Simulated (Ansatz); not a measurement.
**Zone-centre phonons of C at 2 GPa: input and output**

Method: DFT PBE, scalar-relativistic, plane waves, PAW (Ansatz).

Launched with:
```bash
ansatz run input.yaml --threads 1 --pin off --max-ram 3072MiB --backend cpu --events-out ev --progress --plain --runs-dir out
```

Input (bare energies are in eV):
```yaml
crystal:
  lattice:
    - [1.2311348552, -2.1316832668, 0.0]
    - [1.2311348552, 2.1316832668, 0.0]
    - [0.0, 0.0, 7.0843871597]
  atoms:
    - { symbol: C, position: [0.0833223262, 0.9166776738, 0.7499978728] }
    - { symbol: C, position: [0.5833223262, 0.4166776738, 0.2500021272] }
    - { symbol: C, position: [0.9166776738, 0.0833223262, 0.2500021272] }
    - { symbol: C, position: [0.4166776738, 0.5833223262, 0.7499978728] }
basis:
  ecutwfc: 420
kpoints:
  mp_grid: { grid: [18, 18, 6] }
hamiltonian:
  xc: pbe
scf:
  occupations: { method: fermi_dirac, width: 0.15 }
output:
  eigenvalues: true
phonons:
  method: dfpt
  eigenvectors: true
```

The end of the output:
```
--- Phonons (Γ-DFPT): 3 representative perturbations + reference, on 364 of 1944 k-points (Σ response iterations 9) ---
  k mesh reduced under 4 symmetry operations, with k and −k counted as one. Each operation leaves every solved displacement unchanged or reverses it
  ASR residual: 6.067e-5 → 0.000e0 eV/Å²; symmetrization residual: 4.263e-14 eV/Å²
  ASR residual per site (eV/Å²): 6.07e-5 6.07e-5 6.07e-5 6.07e-5
  Γ frequencies (cm⁻¹): -24.82 0.00 0.00 0.00 39.69 101.32 869.17 870.77 1560.79 1564.09 1566.58 1571.04
  non-analytic LO–TO correction: not included (Born effective charges unavailable; polar crystals: no LO–TO splitting at Γ)
```

Time: 16 s on 1 thread of AMD EPYC 9R45 96-Core Processor (Zen 5), with other jobs on the host, peak memory 0.83 GiB.

Without a gap, frequencies and elastic constants depend on the k mesh and the smearing, soft modes and shear constants most. The crystal is built of layers and no dispersion correction was added, so the binding between them is poorly described, and with it their spacing and whatever depends on it.

Negative frequencies stand for imaginary ones: the cell is unstable against these modes.

This form isn't the element's structure at ambient conditions. The bands only touch here, so at this level the crystal is a zero-gap semiconductor or semimetal, not an ordinary metal.